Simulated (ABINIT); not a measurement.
# BN (Qingsongite): a self-consistent loop beyond G0W0, cycle by cycle

How far does self-consistency move the gap of BN (Qingsongite)?

Main program and level: ABINIT 10.8.3; LDA and many-body steps on it, plane waves.

## 1. Set-up

The structure is cubic, space group F-43m (No. 216). The conventional cell has a = 3.615 Å, b = 3.615 Å, c = 3.615 Å, α = 90.00°, β = 90.00°, γ = 90.00°. Nearest to B lie 4 N at 1.57 Å. Nearest to N lie 4 B at 1.57 Å. Farther neighbours and most contacts between anions are not listed.

The cell and positions come from the Crystallography Open Database and are kept as given unless a step says otherwise.

## 2. Empty states on the mesh, 6×6×6 mesh, 68 bands

This step: ABINIT 10.8.3; DFT, LDA, plane waves, norm-conserving pseudopotentials.

The sums over transitions need many empty states on a uniform mesh; this step solves for them.

run.abi

```
acell 3*1.0 Angstrom
rprim 
  -0.000000000000 1.807500000000 1.807500000000
  1.807500000000 0.000000000000 1.807500000000
  1.807500000000 1.807500000000 -0.000000000000
ntypat 2
znucl 5 7
natom 2
typat 1 2
xred 
  0.000000000000 0.000000000000 0.000000000000
  0.250000000000 0.250000000000 0.250000000000
pp_dirpath "pseudos"
pseudos "B.upf, N.upf"
ecut 36
ngkpt 6 6 6
nshiftk 1
shiftk 0 0 0
kptopt 1
chksymbreak 0
irdden 1
istwfk *1
nband 68
prtvol 0
optdriver 6
gwr_task "HDIAGO"
paral_kgb 0
occopt 1
indata_prefix "in"
outdata_prefix "out"
tmpdata_prefix "tmp"
```

The run is started by

```sh
$ OMP_NUM_THREADS=1 mpirun -n 8 abinit run.abi > log
```

What it wrote:

```text
.Version 10.8.3 of ABINIT. v10.8.2 released Aug 2026.

 Symmetries : space group F-4 3 m (#216); Bravais cF (face-center cubic)
[... echo of the input left out ...]
== DATASET  1 ==================================================================
-   mpi_nproc: 8, omp_nthreads: 1 (-1 if OMP is not activated)

--- !DatasetInfo
iteration_state: {dtset: 1, }
dimensions: {natom: 2, nkpt: 16, mband: 68, nsppol: 1, nspinor: 1, nspden: 1, mpw: 869, }
cutoff_energies: {ecut:  36.0, pawecutdg:  -1.0, }
[...]
Indirect band gap semiconductor
 Fundamental gap:     4.420 (eV)
   VBM:     8.006 (eV) at k: [ 0.0000E+00,  0.0000E+00,  0.0000E+00]
   CBM:    12.426 (eV) at k: [ 5.0000E-01,  5.0000E-01,  0.0000E+00]
 Direct gap:         8.748 (eV) at k: [ 0.0000E+00,  0.0000E+00,  0.0000E+00]

== END DATASET(S) ==============================================================
================================================================================

 -outvars: echo values of variables after computation  --------
           etotal      0.0000000000E+00
            nband          68
             nkpt          16
          spgroup         216
 [... the other variables as echoed above ...]

 Calculation completed.
```

It took 5 s on 8 MPI ranks of Arm Neoverse N1, shared host; peak memory 0.72 GiB.

This step gave:

```
gap                                                           : 4.420 eV
k of the valence top                                          : 0, 0, 0
k of the conduction bottom                                    : 0.5, 0.5, 0
least direct gap                                              : 8.748 eV
k points computed                                             : 16
lowest point of the top converged band, above the valence top : 140.0992 eV
```

On this mesh the gap is 4.420 eV.

The density comes from a self-consistent run that is not shown.

## 3. Screening, 6×6×6 mesh, 60 bands, screening to 244.9 eV

The RPA dielectric matrix is built and inverted for each q.

This step: RPA screening on LDA, plane waves, norm-conserving pseudopotentials.

run.abi: that of step 2 with these lines changed.

```diff
@@ -20,10 +20,11 @@
 chksymbreak 0
-irdden 1
 istwfk *1
-nband 68
-prtvol 0
-optdriver 6
-gwr_task "HDIAGO"
-paral_kgb 0
 occopt 1
+irdwfk 1
+optdriver 3
+nband 60
+ecuteps 9
+inclvkb 2
+awtr 1
+symchi 1
 indata_prefix "in"
```

What it wrote:

```text
.Version 10.8.3 of ABINIT. v10.8.2 released Aug 2026.

 Symmetries : space group F-4 3 m (#216); Bravais cF (face-center cubic)
[... echo of the input left out ...]
== DATASET  1 ==================================================================
-   mpi_nproc: 8, omp_nthreads: 1 (-1 if OMP is not activated)

--- !DatasetInfo
iteration_state: {dtset: 1, }
dimensions: {natom: 2, nkpt: 16, mband: 60, nsppol: 1, nspinor: 1, nspden: 1, mpw: 869, }
cutoff_energies: {ecut:  36.0, pawecutdg:  -1.0, }
electrons: {nelect:   8.00000000E+00, charge:   0.00000000E+00, occopt:   1.00000000E+00, tsmear:   1.00000000E-02, }

 SCREENING: Calculation of the susceptibility and dielectric matrices

 Based on a program developped by R.W. Godby, V. Olevano, G. Onida, and L. Reining.
 Incorporated in ABINIT by V. Olevano, G.-M. Rignanese, and M. Torrent.
.Using double precision arithmetic ; gwpc =  8

[... cell and pseudopotentials left out ...]
--------------------------------------------------------------------------------

 ==== K-mesh for the wavefunctions ====
 Number of points in the irreducible wedge :    16
[... list of points left out ...]
 Together with 24 symmetry operations and time-reversal symmetry
 yields   216 points in the full Brillouin Zone.

 ==== Q-mesh for the screening function ====
 Number of points in the irreducible wedge :    16
[... list of points left out ...]
 Together with 24 symmetry operations and time-reversal symmetry
 yields   216 points in the full Brillouin Zone.

 setmesh: FFT mesh size selected  =    20x   20x   20
          total number of points  =         8000

 vcoul_init : cutoff-mode = AUXILIARY_FUNCTION
 q-points for optical limit:   1
     1)      0.000010    0.000020    0.000030

- screening: taking advantage of time-reversal symmetry
- Maximum band index for partially occupied states nbvw = 4
- Remaining bands to be divided among processors   nbcw = 56
- Number of bands treated by each node ~7

 Number of electrons calculated from density =    8.0000; Expected =    8.0000
 average of density, n =  0.100376
 r_s =    1.3348
 omega_plasma =   30.5612 [eV]

 calculating chi0 at frequencies [eV] :
  1    0.000000E+00    0.000000E+00
  2    0.000000E+00    3.056116E+01

--------------------------------------------------------------------------------
  q-point number  1        q = ( 0.000000, 0.000000, 0.000000) [r.l.u.]
--------------------------------------------------------------------------------
[... chi0 elements left out ...]
 For q-point:  0.000010 0.000020 0.000030
  dielectric constant =   4.4351
  dielectric constant without local fields =   4.7901

  Average fulfillment of the sum rule on Im[epsilon] for q-point    1 :     84.83  [%]
[... wings left out ...]
  q-point number  2        q = ( 0.166667, 0.000000, 0.000000) [r.l.u.]
--------------------------------------------------------------------------------
[... chi0 elements left out ...]
  Average fulfillment of the sum rule on Im[epsilon] for q-point    2 :     96.03  [%]

 [... 14 further q-points ...]
```

Run time: 11 s. Hardware: 8 MPI ranks; peak memory 0.71 GiB; 84 s of CPU time.

Numbers from this step:

| Property | Result |
| --- | --- |
| ε∞ with local fields, on this mesh, along the program's q direction | 4.435 |
| the same without local fields | 4.790 |
| plasma frequency | 30.56 eV |
| plane waves in the screening matrix | 113 |

Local fields lower ε∞ by 7 %. On a Γ-centred mesh this coarse the value itself is usually too large, while a short band sum pulls it down.

## 4. G0W0

The self-energy is evaluated for the states that the input lists, and the levels follow from it, in one-shot runs by the linearised quasiparticle equation.

This step: G0W0 on LDA, plane waves, norm-conserving pseudopotentials.

run.abi: that of step 3 with these lines changed.

```diff
@@ -23,8 +23,19 @@
 irdwfk 1
-optdriver 3
+optdriver 4
 nband 60
+gwcalctyp 0
+ecutsigx 36
+symsigma 1
+nkptgw 3
+kptgw 
+  0.0000000000 0.0000000000 0.0000000000
+  0.5000000000 0.5000000000 0.0000000000
+  0.5000000000 0.0000000000 0.0000000000
+bdgw 
+  2 7
+  3 6
+  3 7
 ecuteps 9
-inclvkb 2
-awtr 1
-symchi 1
+irdscr 1
+ppmodel 1
 indata_prefix "in"
```

What it wrote:

```text
.Version 10.8.3 of ABINIT. v10.8.2 released Aug 2026.

 Symmetries : space group F-4 3 m (#216); Bravais cF (face-center cubic)
[... echo of the input left out ...]
== DATASET  1 ==================================================================
-   mpi_nproc: 8, omp_nthreads: 1 (-1 if OMP is not activated)

--- !DatasetInfo
iteration_state: {dtset: 1, }
dimensions: {natom: 2, nkpt: 16, mband: 60, nsppol: 1, nspinor: 1, nspden: 1, mpw: 869, }
cutoff_energies: {ecut:  36.0, pawecutdg:  -1.0, }
electrons: {nelect:   8.00000000E+00, charge:   0.00000000E+00, occopt:   1.00000000E+00, tsmear:   1.00000000E-02, }

 SIGMA: Calculation of the GW corrections

 Based on a program developped by R.W. Godby, V. Olevano, G. Onida, and L. Reining.
 Incorporated in ABINIT by V. Olevano, G.-M. Rignanese, and M. Torrent.
.Using double precision arithmetic ; gwpc =  8

[... cell and pseudopotentials left out ...]
--------------------------------------------------------------------------------

 ==== K-mesh for the wavefunctions ====
 Number of points in the irreducible wedge :    16
[... list of points left out ...]
 Together with 24 symmetry operations and time-reversal symmetry
 yields   216 points in the full Brillouin Zone.

 ==== Q-mesh for screening function ====
 Number of points in the irreducible wedge :    16
[... list of points left out ...]
 Together with 24 symmetry operations and time-reversal symmetry
 yields   216 points in the full Brillouin Zone.

 vcoul_init : cutoff-mode = AUXILIARY_FUNCTION
 q-points for optical limit:   1
     1)      0.000010    0.000020    0.000030
 setmesh: FFT mesh size selected  =    25x   25x   25
          total number of points  =        15625

 Number of electrons calculated from density =    8.0000; Expected =    8.0000
 average of density, n =  0.100376
 r_s =    1.3348
 omega_plasma =   30.5612 [eV]

 === KS Band Gaps ===
  >>>> For spin  1
   Minimum direct gap =   8.7475 [eV], located at k-point      :   0.0000  0.0000  0.0000
   Fundamental gap    =   4.4200 [eV], Top of valence bands at :   0.0000  0.0000  0.0000
                                       Bottom of conduction at :   0.5000  0.5000  0.0000
 SIGMA fundamental parameters:
 PLASMON POLE MODEL  1
 number of plane-waves for SigmaX                  869
 number of plane-waves for SigmaC and W            113
 number of plane-waves for wavefunctions           869
 number of bands                                    60
 number of independent spin polarizations            1
 number of spinorial components                      1
 number of k-points in IBZ                          16
 number of q-points in IBZ                          16
 number of symmetry operations                      24
 number of k-points in BZ                          216
 number of q-points in BZ                          216
 number of frequencies for dSigma/dE                 9
 frequency step for dSigma/dE [eV]                0.25
 number of omega for Sigma on real axis              0
 max omega for Sigma on real axis  [eV]           0.00
 zcut for avoiding poles [eV]                     0.10

 EPSILON^-1 parameters (SCR file):
 dimension of the eps^-1 matrix on file            113
 dimension of the eps^-1 matrix used               113
 number of plane-waves for wavefunctions           869
 number of bands                                    60
 number of q-points in IBZ                          16
 number of frequencies                               2
 number of real frequencies                          1
 number of imag frequencies                          1

 matrix elements of self-energy operator (all in [eV])

 Perturbative Calculation

--- !SelfEnergy_ee
iteration_state: {dtset: 1, }
kpoint     : [   0.000,    0.000,    0.000, ]
spin       : 1
KS_gap     :    8.748
QP_gap     :   10.933
Delta_QP_KS:    2.186
data: !SigmaeeData |
     Band     E0 <VxcDFT>   SigX SigC(E0)      Z dSigC/dE  Sig(E)    E-E0       E
        2   8.006 -18.334 -22.055   2.590   0.826  -0.211 -19.268  -0.934   7.072
        3   8.006 -18.334 -22.055   2.590   0.826  -0.211 -19.268  -0.934   7.072
        4   8.006 -18.334 -22.055   2.590   0.826  -0.211 -19.268  -0.934   7.072
        5  16.753 -13.840  -7.141  -5.212   0.841  -0.188 -12.588   1.252  18.005
        6  16.753 -13.840  -7.141  -5.212   0.841  -0.188 -12.588   1.252  18.005
        7  16.753 -13.840  -7.141  -5.212   0.841  -0.188 -12.588   1.252  18.005

--- !SelfEnergy_ee
iteration_state: {dtset: 1, }
kpoint     : [   0.500,    0.500,    0.000, ]
spin       : 1
KS_gap     :    9.351
QP_gap     :   11.513
Delta_QP_KS:    2.162
data: !SigmaeeData |
     Band     E0 <VxcDFT>   SigX SigC(E0)      Z dSigC/dE  Sig(E)    E-E0       E
[...]
--- !SelfEnergy_ee
iteration_state: {dtset: 1, }
kpoint     : [   0.500,    0.000,    0.000, ]
spin       : 1
KS_gap     :   12.216
QP_gap     :   14.234
Delta_QP_KS:    2.018
data: !SigmaeeData |
     Band     E0 <VxcDFT>   SigX SigC(E0)      Z dSigC/dE  Sig(E)    E-E0       E
[...]
5  18.271 -14.773  -8.158  -5.527   0.831  -0.203 -13.869   0.904  19.175
        6  18.648 -14.038  -6.915  -5.512   0.838  -0.194 -12.688   1.350  19.998
        7  18.648 -14.038  -6.915  -5.512   0.838  -0.194 -12.688   1.350  19.998

== END DATASET(S) ==============================================================
================================================================================

 -outvars: echo values of variables after computation  --------
           etotal      0.0000000000E+00
            nband          60
             nkpt          16
          spgroup         216
 [... the other variables as echoed above ...]

 Calculation completed.
```

It took 6.3 s on 8 MPI ranks; peak memory 0.79 GiB.

This step gave:

```
G0W0 gap on the points computed              : 6.193 eV
starting gap on the mesh                     : 4.420 eV
k of the valence top                         : 0, 0, 0
k of the conduction bottom                   : 0.5, 0.5, 0
Z at the valence top                         : 0.826
Z at the conduction bottom                   : 0.853
least direct G0W0 gap on the computed points : 10.93 eV
```

The gap on the mesh goes from 4.42 eV to 6.19 eV, a correction of +1.77 eV.

## 5. evGW0, cycle 1

This step: evGW0 on LDA, plane waves, norm-conserving pseudopotentials.

run.abi: that of step 4 with these lines changed.

```diff
@@ -25,14 +25,40 @@
 nband 60
-gwcalctyp 0
+gwcalctyp 10
 ecutsigx 36
 symsigma 1
-nkptgw 3
+nkptgw 16
 kptgw 
   0.0000000000 0.0000000000 0.0000000000
+  0.1666666667 0.0000000000 0.0000000000
+  0.3333333333 0.0000000000 0.0000000000
+  0.5000000000 0.0000000000 0.0000000000
+  0.1666666667 0.1666666667 0.0000000000
+  0.3333333333 0.1666666667 0.0000000000
+  0.5000000000 0.1666666667 0.0000000000
+  -0.3333333333 0.1666666667 0.0000000000
+  -0.1666666667 0.1666666667 0.0000000000
+  0.3333333333 0.3333333333 0.0000000000
+  0.5000000000 0.3333333333 0.0000000000
+  -0.3333333333 0.3333333333 0.0000000000
   0.5000000000 0.5000000000 0.0000000000
-  0.5000000000 0.0000000000 0.0000000000
+  0.5000000000 0.3333333333 0.1666666667
+  -0.3333333333 0.3333333333 0.1666666667
+  -0.3333333333 0.5000000000 0.1666666667
 bdgw 
-  2 7
-  3 6
-  3 7
+  1 8
+  1 8
+  1 8
+  1 8
+  1 8
+  1 8
+  1 8
+  1 8
+  1 8
+  1 8
+  1 8
+  1 8
+  1 8
+  1 8
+  1 8
+  1 8
 ecuteps 9
```

What it wrote:

```text
.Version 10.8.3 of ABINIT. v10.8.2 released Aug 2026.

 Symmetries : space group F-4 3 m (#216); Bravais cF (face-center cubic)
[... echo of the input left out ...]
== DATASET  1 ==================================================================
-   mpi_nproc: 8, omp_nthreads: 1 (-1 if OMP is not activated)

--- !DatasetInfo
iteration_state: {dtset: 1, }
dimensions: {natom: 2, nkpt: 16, mband: 60, nsppol: 1, nspinor: 1, nspden: 1, mpw: 869, }
cutoff_energies: {ecut:  36.0, pawecutdg:  -1.0, }
electrons: {nelect:   8.00000000E+00, charge:   0.00000000E+00, occopt:   1.00000000E+00, tsmear:   1.00000000E-02, }

 SIGMA: Calculation of the GW corrections

 Based on a program developped by R.W. Godby, V. Olevano, G. Onida, and L. Reining.
 Incorporated in ABINIT by V. Olevano, G.-M. Rignanese, and M. Torrent.
.Using double precision arithmetic ; gwpc =  8

[... cell and pseudopotentials left out ...]
--------------------------------------------------------------------------------

 ==== K-mesh for the wavefunctions ====
 Number of points in the irreducible wedge :    16
[... list of points left out ...]
 Together with 24 symmetry operations and time-reversal symmetry
 yields   216 points in the full Brillouin Zone.

 ==== Q-mesh for screening function ====
 Number of points in the irreducible wedge :    16
[... list of points left out ...]
 Together with 24 symmetry operations and time-reversal symmetry
 yields   216 points in the full Brillouin Zone.

 vcoul_init : cutoff-mode = AUXILIARY_FUNCTION
 q-points for optical limit:   1
     1)      0.000010    0.000020    0.000030
 setmesh: FFT mesh size selected  =    25x   25x   25
          total number of points  =        15625

 Number of electrons calculated from density =    8.0000; Expected =    8.0000
[...]
QP_gap     :   16.431
Delta_QP_KS:    2.521
data: !SigmaeeData |
     Band     E_DFT   <VxcDFT>   E(N-1)  <Hhartree>   SigX  SigC[E(N-1)]    Z     dSigC/dE  Sig[E(N)]  DeltaE  E(N)_pert E(N)_diago
[...]
--- !SelfEnergy_ee
iteration_state: {dtset: 1, }
kpoint     : [  -0.333,    0.500,    0.167, ]
spin       : 1
KS_gap     :   13.901
QP_gap     :   16.339
Delta_QP_KS:    2.438
data: !SigmaeeData |
     Band     E_DFT   <VxcDFT>   E(N-1)  <Hhartree>   SigX  SigC[E(N-1)]    Z     dSigC/dE  Sig[E(N)]  DeltaE  E(N)_pert E(N)_diago
[...]
7    22.977   -15.280    22.977    38.258    -6.654    -6.854     0.818    -0.223   -13.831     1.449    24.426    24.749
        8    24.653   -15.692    24.653    40.345    -6.704    -7.041     0.801    -0.249   -14.134     1.559    26.212    26.600

 New Fermi energy :        3.727368E-01 Ha ,    1.014268E+01 eV
 New Exchange energy :    -3.376250E+00 Ha ,   -9.187243E+01 eV

 === QP Band Gaps ===
  >>>> For spin  1
   Minimum direct gap =  11.3659 [eV], located at k-point      :   0.0000  0.0000  0.0000
   Fundamental gap    =   6.5347 [eV], Top of valence bands at :   0.0000  0.0000  0.0000
                                       Bottom of conduction at :   0.5000  0.5000  0.0000

 writing QP data on file : out_QPS

 Convergence of QP corrections
 >>>>> For spin  1 <<<<<
.  kptgw no:  1; Maximum DeltaE = (  -1.857   0.020) for band index:  1
.  kptgw no:  2; Maximum DeltaE = (  -1.877   0.036) for band index:  1
.  kptgw no:  3; Maximum DeltaE = (  -1.899   0.019) for band index:  1
[...]
.  kptgw no: 15; Maximum DeltaE = (  -1.918   0.003) for band index:  1
.  kptgw no: 16; Maximum DeltaE = (  -1.934   0.006) for band index:  1

== END DATASET(S) ==============================================================
================================================================================

 -outvars: echo values of variables after computation  --------
           etotal      0.0000000000E+00
            nband          60
             nkpt          16
          spgroup         216
 [... the other variables as echoed above ...]

 Calculation completed.
```

It took 93 s on 8 MPI ranks; peak memory 0.97 GiB.

This step gave:

```yaml
quasiparticle_gap_on_the_mesh: 6.535 eV
gap_of_the_density_functional_on_the_mesh: 4.420 eV
k_of_the_valence_top: 0, 0, 0
k_of_the_conduction_bottom: 0.5, 0.5, 0
z_at_the_valence_top: 0.826
z_at_the_conduction_bottom: 0.853
least_direct_quasiparticle_gap_on_the_computed_points: 11.37 eV
```

Against G0W0 in ABINIT (6×6×6 mesh, 60 bands, screening to 244.9 eV, Godby-Needs plasmon pole), the gap moves by +0.342 eV. This first cycle still uses the starting levels; it takes the full correction, at all points of the mesh, and its linearised value is 6.193 eV.

## 6. evGW0, cycle 2

The corrected levels of the last cycle go back in.

run.abi: that of step 5 with these lines changed.

```diff
@@ -66,2 +66,3 @@
 ppmodel 1
+irdqps 1
 indata_prefix "in"
```

What it wrote:

```text
.Version 10.8.3 of ABINIT. v10.8.2 released Aug 2026.

 Symmetries : space group F-4 3 m (#216); Bravais cF (face-center cubic)
[... echo of the input left out ...]
== DATASET  1 ==================================================================
-   mpi_nproc: 8, omp_nthreads: 1 (-1 if OMP is not activated)

--- !DatasetInfo
iteration_state: {dtset: 1, }
dimensions: {natom: 2, nkpt: 16, mband: 60, nsppol: 1, nspinor: 1, nspden: 1, mpw: 869, }
cutoff_energies: {ecut:  36.0, pawecutdg:  -1.0, }
[...]
.  kptgw no:  3; Maximum DeltaE = (   0.153   0.024) for band index:  1
[...]
.  kptgw no: 15; Maximum DeltaE = (  -0.150  -0.000) for band index:  7
.  kptgw no: 16; Maximum DeltaE = (  -0.155  -0.000) for band index:  8

== END DATASET(S) ==============================================================
================================================================================

 -outvars: echo values of variables after computation  --------
           etotal      0.0000000000E+00
            nband          60
             nkpt          16
          spgroup         216
 [... the other variables as echoed above ...]

 Calculation completed.
```

It took 93 s on 8 MPI ranks; peak memory 0.97 GiB; 12 min of CPU time.

This step gave:

```yaml
quasiparticle_gap_on_the_mesh: 6.425 eV
gap_of_the_density_functional_on_the_mesh: 4.420 eV
k_of_the_valence_top: 0, 0, 0
k_of_the_conduction_bottom: 0.5, 0.5, 0
least_direct_quasiparticle_gap_on_the_computed_points: 11.21 eV
```

Against the cycle before, the gap moves by −0.110 eV.

[end of part 1 of 3]

[Paths, hosts, dates, memory and timing lines, banners, echoed tables and standing remarks are left out of the program output.]

[Logs are printed without paths, hosts, clocks, repeated set-up lines and the standing remarks that a program may print on its own settings, such as how far it seeks lower states.]

[Runs of the session that timed out or met a known fault of the program may be left out.]

[Hosts, paths, dates, database ids (printed as entryN), source tags and the programs' standing remarks are cut or masked in the printed files.]

[G0W0 gaps are taken among the corrected bands and points alone; a level outside them can change the order at an edge.]

[Where Ansatz stands beside ABINIT at settings called matched, ABINIT's density can come from a denser mesh and the files from another edition; pairs whose starting gaps differed by over 0.03 eV were left out, so agreement reads better than it is.]
